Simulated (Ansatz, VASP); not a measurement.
**SnO2: VASP beside Ansatz**

```xyz
6
Lattice="4.7374 -0.0237 -0.0237 -0.0237 4.7374 -0.0237 -0.0159 -0.0159 3.1864" Properties=species:S:1:pos:R:3 pbc="T T T"
Sn    0.0000    0.0000    0.0000
Sn    2.3489    2.3489    1.5695
O     1.4406    1.4406   -0.0145
O     0.8938    3.8039    1.5695
O     3.2731    3.2731   -0.0329
O     3.8039    0.8938    1.5695
```

Change from the starting cell: equal xy, yz and zx shear strains of -1 %.

Alike in both runs: task single point; functional LDA; k mesh 4 × 4 × 6; occupations fermi-dirac, width 0.03 eV; no spin polarisation.

|  | VASP | Ansatz |
| --- | --- | --- |
| version | VASP 6.6.1 | Ansatz 0.2.0 |
| potentials or method | VASP PAW LDA potentials, release 64 (Sn_d, O), cutoff 520 eV | all-electron LAPW, scalar-relativistic |

VASP gave:

```
gap on the k mesh at the Fermi level (eV)       : 1.14
pressure (GPa)                                  : 0.1
largest component of the traceless stress (GPa) : 2.08
rms of the force components (eV/Å)              : 0.047
```

**Question.** Estimate Ansatz's values.

**Answer.** gap on the k mesh at the Fermi level (eV): 1.11; pressure (GPa): -0.8; largest component of the traceless stress (GPa): 2.07; rms of the force components (eV/Å): 0.051.

Atom by atom the forces differ by 0.011 eV/Å (rms over components). Ansatz ran all-electron here, so the differences hold the error of VASP's frozen core and of both bases.

Caveats: spin-orbit coupling is left out, which moves the levels of the heavy elements.
